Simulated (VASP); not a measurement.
# SiC (P6_3mc) under biaxial strain in the (0001) plane

Wanted: the response of SiC to biaxial strain in the (0001) plane, as a table, with a fit that predicts a row left out.

Main program and level: VASP 6.6.1; LDA; plane waves and PAW (Si, C), in the first sound run; inputs show where later runs differ.

Report form: the programs' logs are mostly left out.

**1. Starting point**

The structure is hexagonal, space group P6_3mc (No. 186). Conventional cell: a = 3.058 Å, b = 3.058 Å, c = 5.018 Å, α = 90.00°, β = 90.00°, γ = 120.00°. Nearest to Si lie 4 C at 1.87 to 1.89 Å. C has 4 Si at 1.87 to 1.89 Å nearest. Farther neighbours are not listed.

Structure file:

```cif
data_structure
_symmetry_space_group_name_H-M 'P6_3mc'
_symmetry_Int_Tables_number 186
_cell_length_a 3.0576
_cell_length_b 3.0576
_cell_length_c 5.0183
_cell_angle_alpha 90.000
_cell_angle_beta 90.000
_cell_angle_gamma 120.000
_cell_volume 40.63
loop_
_atom_site_label
_atom_site_type_symbol
_atom_site_symmetry_multiplicity
_atom_site_Wyckoff_symbol
_atom_site_fract_x
_atom_site_fract_y
_atom_site_fract_z
_atom_site_occupancy
Si1 Si 2 b 0.33333 0.66667 0.00059 1
C1 C 2 b 0.33333 0.66667 0.37641 1
```

**2. Relax the crystal, LDA**

The series starts from the cell that this level prefers, so that zero strain is near zero stress.

Level: LDA; plane waves and PAW (Si, C).

Contents of INCAR:

```
SYSTEM = SiC
PREC = Accurate
ENCUT = 600
EDIFF = 1E-07
NELM = 120
ISMEAR = 0
SIGMA = 0.02
LREAL = .FALSE.
ALGO = Normal
GGA = CA
NBANDS = 14
LASPH = .TRUE.
LORBIT = 11
LWAVE = .FALSE.
LCHARG = .FALSE.
KPAR = 16
IBRION = 2
NSW = 40
ISIF = 3
EDIFFG = -0.005
POTIM = 0.4
```

Contents of POSCAR:

```
SiC
1.0
    3.0575921484      0.0000000000      0.0000000000
   -1.5287960742      2.6479524749      0.0000000000
    0.0000000000      0.0000000000      5.0182537255
Si C
2 2
Direct
    0.3333333333      0.6666666667      0.0005933873
    0.6666666667      0.3333333333      0.5005933873
    0.3333333333      0.6666666667      0.3764066127
    0.6666666667      0.3333333333      0.8764066127
```

Contents of KPOINTS:

```
Automatic mesh
0
Gamma
11 11 6
0 0 0
```

PAW data sets: Si and C (LDA family, release 64).

Started as:

```bash
> mpirun -np 16 vasp_std
```

Wall time 4.4 s (16 MPI ranks of AMD EPYC 7R43, shared host); peak memory 2.3 GiB; 59 s of CPU time.

Numbers from this step:

```
energy(sigma→0) of the program : -33.2802 eV
stress, compression positive   : xx, yy, zz -0.03, -0.03, -0.05 GPa
volume                         : 40.630 Å³
ionic steps                    : 1
```

**3. Strain along the normal, LDA**

One member in full: the plane is strained by 0.5 %, and the strain along the normal is moved by secant steps until the normal stress is under 0.012 GPa or five steps are spent; the atoms relax at each step.

Level: LDA; plane waves and PAW (Si, C).

INCAR: that of step 2 with these lines changed.

```diff
@@ -15,7 +15,7 @@
 LCHARG = .FALSE.
-KPAR = 16
-IBRION = 2
-NSW = 40
-ISIF = 3
-EDIFFG = -0.005
-POTIM = 0.4
+KPAR = 4
+IBRION = 1
+NSW = 25
+ISIF = 2
+EDIFFG = -0.004
+POTIM = 0.3
```

Contents of POSCAR:

```
SiC
1.0
    3.0728801090      0.0000000000      0.0000000000
   -1.5364400550      2.6611922370      0.0000000000
    0.0000000000      0.0000000000      5.0128326290
Si C
2 2
Direct
    0.3333333333      0.6666666667      0.0001806123
    0.6666666667      0.3333333333      0.5001806123
    0.3333333333      0.6666666667      0.3768193877
    0.6666666667      0.3333333333      0.8768193877
```

KPOINTS is that of step 2.

Started as:

```bash
> mpirun -np 4 vasp_std
```

Elapsed: 18 s, on 4 MPI ranks; peak memory 0.56 GiB; 68 s of CPU time.

Read from the output:

```
energy(sigma→0) of the program : -33.2767 eV
stress, compression positive   : xx, yy, zz -3.09, -3.09, 0.00 GPa
ionic steps                    : 2
```

**4. Band edges, HSE06**

Short lines in KPOINTS_OPT sample the zone centre along and across the normal of the plane, for masses, and the other valleys.

Level: HSE06; plane waves and PAW (Si, C).

Contents of INCAR:

```
SYSTEM = SiC
PREC = Accurate
ENCUT = 600
EDIFF = 1E-06
NELM = 100
ISMEAR = 0
SIGMA = 0.02
LREAL = .FALSE.
ALGO = Normal
LHFCALC = .TRUE.
AEXX = 0.25
GGA = PE
HFSCREEN = 0.2
LASPH = .TRUE.
NBANDS = 13
PRECFOCK = Fast
LWAVE = .FALSE.
LCHARG = .FALSE.
KPAR = 4
```

Contents of POSCAR:

```
SiC
1.0
    3.0728801090      0.0000000000      0.0000000000
   -1.5364400550      2.6611922370      0.0000000000
    0.0000000000      0.0000000000      5.0128326290
Si C
2 2
Direct
    0.3333333333      0.6666666667      0.0002645147
    0.6666666667      0.3333333333      0.5002645147
    0.3333333333      0.6666666667      0.3767354853
    0.6666666667      0.3333333333      0.8767354853
```

Contents of KPOINTS:

```
Automatic mesh
0
Gamma
6 6 3
0 0 0
```

Contents of KPOINTS_OPT:

```
Line mode
6
Line-mode
Reciprocal
  0.00000000   0.00000000   0.00000000
  0.00000000   0.00000000   0.03989085

  0.00000000   0.00000000   0.00000000
 -0.02445320   0.01222660   0.00000000

  0.50000000   0.00000000   0.00000000
  0.50000000   0.00000000   0.50000000

  0.33333333   0.33333333   0.00000000
  0.33333333   0.33333333   0.50000000
```

Started as:

```bash
> mpirun -np 4 vasp_std
```

Run time: 5.1 min. Hardware: 4 MPI ranks; peak memory 1 GiB.

Read from the output:

| Property | Result |
| --- | --- |
| energy(sigma→0) of the program | -35.0645 eV |

**5. All members**

Hybrid runs start from orbitals of a short LDA run, not shown.

Runs beyond LDA use the data sets made with LDA; this shifts their levels slightly, and their total energies have another zero.

The other members went through these steps as far as the tables show, with the same cutoff and, step by step, the same mesh; 34 runs are not shown. The session took 3.2 core hours (wall time by ranks) on a shared machine.

```csv
in-plane strain (%),strain along the normal (%),"in-plane stress, tension positive (GPa)",energy above the unstrained row (meV/atom),"gap on the mesh, LDA (eV)"
-2.000,0.425,-13.476,16.884,1.990
-1.500,0.311,-9.913,9.464,2.063
-1.000,0.202,-6.463,4.225,2.130
-0.500,0.096,-3.156,1.096,2.197
0,-0.008,0.029,0.000,2.259
0.500,-0.108,3.088,0.883,2.318
1.000,-0.210,6.018,3.683,2.375
1.500,-0.305,8.825,8.330,2.380
2.000,-0.400,11.511,14.763,2.386
```

Slopes at zero strain, from cubics through all rows: strain ratio -0.205, stress over strain 624 GPa. For (0001) the ratio is −2C₁₃/C₃₃.

Band edges at HSE06, counted from the valence-band top at Γ, with one row partly withheld:

```csv
in-plane strain (%),gap (eV),conduction band at Γ (eV),lowest conduction level on M–L (eV),second valence level below the top (eV),third valence level below the top (eV)
-2.000,2.888,6.826,3.905,0.000,0.404
-1.500,2.963,6.655,3.947,0.000,0.323
-1.000,3.033,6.483,3.896,0.000,0.251
-0.500,3.100,?,3.845,0.000,0.181
0,3.163,6.142,3.792,0.000,0.118
0.500,3.224,5.972,3.739,0.000,0.061
1.000,3.281,5.802,3.685,0.000,0.007
1.500,3.295,5.592,3.588,0.042,0.042
2.000,3.303,5.379,3.488,0.086,0.086
```

**6. Working out the slope**

The quantity to fit is the conduction level at Γ above the mean of the three top valence levels at HSE06: 6.961, 6.763, 6.567, 6.181, 5.992, 5.805, 5.620, 5.437 eV in the rows shown.

A least-squares parabola through the 8 rows shown, with e the strain in %: E = 0.004414 e² − 0.3811 e + 6.181 (eV), r.m.s. residual 8.8e-5 eV.

At e = -0.5 this predicts 6.3731 eV.

**7. The withheld row**

The calculation gives 6.3732 eV, so the prediction is 0.0001 eV too low.

**8. Summary of results**

| Quantity | Value |
| --- | --- |
| ratio of normal to in-plane strain | -0.205 |
| biaxial modulus | 624 GPa |
| gap of the unstrained cell, HSE06 | 3.16 eV |
| slope at zero strain of the conduction level at Γ above the mean of the three top valence levels, HSE06 | -381 meV per % |
| error of the predicted row | -0.1 meV |

As a check, the curvature of the energy gives 623 GPa for the same modulus (energy per volume = M × strain²), 0 % from the slope of the stress. The energy also has a linear term worth 0.15 GPa that the stress column lacks, a mark of the finite basis. At HSE06 the edge that sets the gap lies at a point without a column here, up to 1.02 eV below the lowest level listed; the gap runs between 2.89 and 3.30 eV. Hole masses are left out throughout, since the top bands are degenerate or cross in many series; of conduction masses, those of the Γ, L and (for Si and Ge under (001) strain) Δ valleys are kept where they change by under an eighth between rows. A measured gap of unstrained SiC is 3.33 eV (arxiv:2009.14696, band gap at cryogenic temperature, temperature not given); the static gaps here belong to the lattice relaxed at LDA. HSE06 ran on a coarser mesh than the semilocal levels. Spin-orbit coupling is left out at HSE06, so the valence splittings there lack it. Temperature, zero-point motion and excitons are left out.

[Lines on the potential files, build, host, timing and source positions are cut from VASP's logs without a mark.]

[Logs are printed without paths, hosts, clocks, repeated set-up lines and the standing remarks that a program may print on its own settings, such as how far it seeks lower states.]

[Hosts, paths, dates, database ids (printed as entryN), source tags and the programs' standing remarks are cut or masked in the printed files.]

[In band tables of VASP the shares of atoms and orbitals are scaled to a sum of 1 inside the atoms' spheres.]
